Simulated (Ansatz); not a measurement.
# TaN: compression at zero temperature

The task here is to estimate one member of a computed series from the others.

Computed with Ansatz 0.2.0 (DFT r2SCAN, scalar-relativistic, plane waves, PAW, unless a step's input says otherwise).

3 further runs of the same task are left out: 3 set aside as unsound or not needed.

## The structure to begin with

The structure is cubic, space group Fm-3m (No. 225). The conventional cell has a = 4.397 Å, b = 4.397 Å, c = 4.397 Å, α = 90.00°, β = 90.00°, γ = 90.00°. Ta (site symmetry m-3m) has 6 N at 2.20 Å as nearest neighbours. N (site symmetry m-3m) has 6 Ta at 2.20 Å as nearest neighbours.

Coordinates:

```cif
data_structure
_symmetry_space_group_name_H-M 'P 1'
_symmetry_Int_Tables_number 1
_cell_length_a 3.1088
_cell_length_b 3.1088
_cell_length_c 3.1088
_cell_angle_alpha 60.000
_cell_angle_beta 60.000
_cell_angle_gamma 60.000
_cell_volume 21.25
loop_
_atom_site_label
_atom_site_type_symbol
_atom_site_fract_x
_atom_site_fract_y
_atom_site_fract_z
_atom_site_occupancy
Ta1 Ta 0.50000 0.50000 0.50000 1
N1 N 0.00000 0.00000 0.00000 1
```

It is the result of an earlier relaxation at this level (volume 10.62 Å³/atom; gap on the mesh: none (metal)).

Set-up of the first run:

Contents of input.yaml:

```yaml
crystal:
  lattice:
    - [0.0, 2.2054508004, 2.2054508004]
    - [2.2054508004, 0.0, 2.2054508004]
    - [2.2054508004, 2.2054508004, 0.0]
  atoms:
    - { symbol: Ta, position: [0.5, 0.5, 0.5] }
    - { symbol: "N", position: [0.0, 0.0, 0.0] }
basis:
  ecutwfc: 500
kpoints:
  mp_grid: { grid: [16, 16, 16] }
hamiltonian:
  xc: r2scan
scf:
  occupations: { method: gaussian, width: 0.1 }
output:
  forces: true
  stress: true
  eigenvalues: true
relax:
  adjacent_minimum: "off"
  f_tol: 0.008
  max_steps: 50
  cell: { stress_tol: 0.08, p_target: -1.0 }
```

Started as:

```console
$ ansatz run input.yaml --threads 1 --pin off --max-ram 2560MiB --backend cpu --events-out ev --progress --plain --runs-dir out
```

Among the steps run: Target pressure -1 GPa; Target pressure 1 GPa; 4 GPa; 12 GPa; Relaxing at 25 GPa; Relaxing at 50 GPa; 90 GPa.

One table of the session follows, with a row left open; its other results are not shown here.

Lengths are those of the vectors of the cell that was run:

```
P (GPa)  V (Å³/atom)  a (Å)  b (Å)  c (Å)  ΔH (eV/atom)
     -1        10.65  3.112  3.112  3.112        -0.066
      0        10.62  3.109  3.109  3.109         0.000
      1        10.59  3.106  3.106  3.106         0.066
      4        10.50  3.097  3.097  3.097         0.264
     12            ?      ?      ?      ?             ?
     25         9.98  3.045  3.045  3.045         1.605
     50         9.50  2.995  2.995  2.995         3.123
     90         8.92  2.932  2.932  2.932         5.416
```

Estimate the missing values for P (GPa) = 12.

Worked estimate for «V (Å³/atom)». A straight line through the neighbours (4, 10.50) and (25, 9.98) gives 10.50 + (9.98 − 10.50) × (12 − 4) / (25 − 4) = 10.30; a parabola fitted to 4 rows on both sides gives 10.29.

**Answer.** V (Å³/atom): 10.29; a (Å): 3.076; b (Å): 3.076; c (Å): 3.076; ΔH (eV/atom): 0.783. In «V (Å³/atom)» the line misses by +0.01 and the parabola by 0.00.

ΔH is E + PV over the energy at zero pressure; a, b and c are the vectors of the computed cell. 
